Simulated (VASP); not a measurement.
## KI: single point with PBEsol

**What was measured.**

A printed reference work, monograph reports, for a bulk crystal of KI: band gap 6.32 eV.

The system is KI.

```
I K
1.0
     0.00000    3.50277    3.50277
     3.50277    0.00000    3.50277
     3.50277    3.50277    0.00000
I K
1 1
Direct
  0.50000 0.50000 0.50000
  0.00000 0.00000 0.00000
```

* Program: VASP 6.6.1
* Task: single point
* Functional: PBEsol
* Potentials or basis: VASP PAW PBE potentials, release 64 (I, K_sv)
* Cutoff: 520 eV
* k mesh: 7 × 7 × 7
* Occupations: fermi-dirac, width 0.05 eV
* Spin: no spin polarisation

| Quantity | Value |
| --- | --- |
| Pressure | 0.0 GPa |
| Band gap on the k mesh | 3.87 eV |

Levels at points of the mesh, in eV from the valence-band top:
| k point | band 6 | band 7 | band 8 | band 9 | band 10 | band 11 |
| --- | --- | --- | --- | --- | --- | --- |
| (0.00, 0.00, 0.00) | 0.00 | 0.00 | 0.00 | 3.87 | 6.41 | 6.41 |

Wall time 57 s on 1 thread of Intel Xeon 8259CL (shared host), peak memory 0.24 GiB.

Measured gap of KI: 6.32 eV (a printed reference work, monograph). This calculation gives 3.87 eV (-2.45 eV). Spin-orbit coupling on I is left out. The value is that of PBEsol, without temperature or zero-point motion. Semilocal functionals fall short of measured gaps as a rule.

Caveat: the PAW data sets were made with another functional, which shifts forces and pressure a little; spin-orbit coupling is left out, which moves the levels of the heavy elements.
